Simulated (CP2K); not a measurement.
A run of CP2K 2026.2 is set up as follows.

The input ca_bands.inp:

```
&GLOBAL
  PROJECT ca_bands
  RUN_TYPE ENERGY_FORCE
  PRINT_LEVEL LOW
&END GLOBAL
&FORCE_EVAL
  METHOD QS
  STRESS_TENSOR ANALYTICAL
  &DFT
    BASIS_SET_FILE_NAME BASIS_MOLOPT_UZH
    POTENTIAL_FILE_NAME POTENTIAL_UZH
    &MGRID
      CUTOFF 450
      REL_CUTOFF 60
      NGRIDS 4
    &END MGRID
    &QS
      METHOD GPW
      EPS_DEFAULT 1.0E-9
    &END QS
    &KPOINTS
      SCHEME MONKHORST-PACK 8 8 8
      GAMMA_CENTERED T
      SYMMETRY T
      SYMMETRY_BACKEND SPGLIB
    &END KPOINTS
    &SCF
      SCF_GUESS ATOMIC
      EPS_SCF 1.0E-6
      MAX_SCF 100
      ADDED_MOS 8
      CHOLESKY OFF
      EPS_EIGVAL 1.0E-7
      &DIAGONALIZATION ON
        ALGORITHM STANDARD
      &END DIAGONALIZATION
      &MIXING ON
        METHOD BROYDEN_MIXING
        ALPHA 0.4
        BETA 1.5
        NBUFFER 8
      &END MIXING
      &SMEAR ON
        METHOD FERMI_DIRAC
        ELECTRONIC_TEMPERATURE 300.56
      &END SMEAR
    &END SCF
    &XC
      &XC_FUNCTIONAL
        &GGA_X_PBE
        &END GGA_X_PBE
        &GGA_C_PBE
        &END GGA_C_PBE
      &END XC_FUNCTIONAL
    &END XC
    &PRINT
      &KPOINTS ON
      &END KPOINTS
      &MULLIKEN ON
      &END MULLIKEN
      &MO ON
        ENERGIES T
        OCCUPATION_NUMBERS T
        &EACH
          QS_SCF 0
        &END EACH
        ADD_LAST NUMERIC
      &END MO
      &BAND_STRUCTURE
        FILE_NAME bands.bs
        ADDED_MOS 4
        &KPOINT_SET
          UNITS B_VECTOR
          NPOINTS 8
          SPECIAL_POINT GAMMA 0.00000000 0.00000000 0.00000000
          SPECIAL_POINT X 0.50000000 0.00000000 0.50000000
          SPECIAL_POINT W 0.50000000 0.25000000 0.75000000
          SPECIAL_POINT K 0.37500000 0.37500000 0.75000000
          SPECIAL_POINT GAMMA 0.00000000 0.00000000 0.00000000
          SPECIAL_POINT L 0.50000000 0.50000000 0.50000000
          SPECIAL_POINT U 0.62500000 0.25000000 0.62500000
          SPECIAL_POINT W 0.50000000 0.25000000 0.75000000
          SPECIAL_POINT L 0.50000000 0.50000000 0.50000000
          SPECIAL_POINT K 0.37500000 0.37500000 0.75000000
        &END KPOINT_SET
        &KPOINT_SET
          UNITS B_VECTOR
          NPOINTS 8
          SPECIAL_POINT U 0.62500000 0.25000000 0.62500000
          SPECIAL_POINT X 0.50000000 0.00000000 0.50000000
        &END KPOINT_SET
      &END BAND_STRUCTURE
    &END PRINT
  &END DFT
  &SUBSYS
    &CELL
      ABC 3.9515955360 3.9515955360 3.9515955360
      ALPHA_BETA_GAMMA 59.9999999997 59.9999999996 59.9999999996
      PERIODIC XYZ
    &END CELL
    &COORD
      SCALED
      Ca  0.0000000000 0.0000000000 0.0000000000
    &END COORD
    &KIND Ca
      BASIS_SET TZVP-MOLOPT-PBE-GTH-q10
      POTENTIAL GTH-PBE-q10
    &END KIND
    &PRINT
      &ATOMIC_COORDINATES ON
      &END ATOMIC_COORDINATES
      &CELL ON
      &END CELL
    &END PRINT
  &END SUBSYS
  &PRINT
    &FORCES ON
    &END FORCES
    &STRESS_TENSOR ON
    &END STRESS_TENSOR
  &END PRINT
&END FORCE_EVAL
```

Potentials or basis: POTENTIAL_UZH Ca GTH-PBE-q10; TZVP-MOLOPT-PBE-GTH basis.

Run with:

```sh
$ OMP_NUM_THREADS=2 cp2k.psmp -i ca_bands.inp -o ca_bands.out
```

(1) What does it give for the band gap on the k mesh?

(2) What does it give for the pressure?

Results:

(1) none (metal or under the smearing width).

(2) -0.5 GPa.

Caveat: the basis of atomic orbitals isn't converged, which shifts pressures, moduli and gaps.
